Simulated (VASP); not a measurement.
Here is a VASP 6.6.1 calculation.

INCAR

```
SYSTEM = Ba
PREC     = Accurate       ! precision mode
ENCUT    = 520            ! plane-wave cutoff, eV
EDIFF    = 1E-6           ! SCF threshold, eV
ISMEAR   = 0              ! smearing method
SIGMA    = 0.15           ! smearing width, eV
LREAL    = .False.        ! projectors in reciprocal space
LASPH    = .True.         ! aspherical terms in the spheres
NELM     = 100            ! most SCF steps
ALGO     = Fast           ! electronic algorithm
ISIF     = 2              ! what is computed and relaxed
LWAVE    = .False.        ! write WAVECAR
LCHARG   = .True.         ! write CHGCAR
GGA      = PE             ! functional
LELF     = .True.         ! ELF
LVHAR    = .True.       
NBANDS   = 11             ! bands
```

KPOINTS

```
Automatic mesh
0
Gamma
  14 14 14
  0 0 0
```

Contents of POSCAR:

```
Ba
1.0
   -2.3750000000      2.3750000000      2.4375000000
    2.3750000000     -2.3750000000      2.4375000000
    2.3750000000      2.3750000000     -2.4375000000
Ba
1
Direct
    0.0000000000      0.0000000000      0.0000000000
```

Potentials or basis: VASP PAW PBE potentials, release 64 (Ba_sv).

Command:

```sh
$ cat potpaw_PBE.64/Ba_sv/POTCAR > POTCAR
$ mpirun -np 1 vasp_std > vasp.out
```

(1) Estimate the pressure.

(2) Estimate the band gap on the k mesh.

## Answers

(1) 1.6 GPa.

(2) none (metal or under the smearing width).
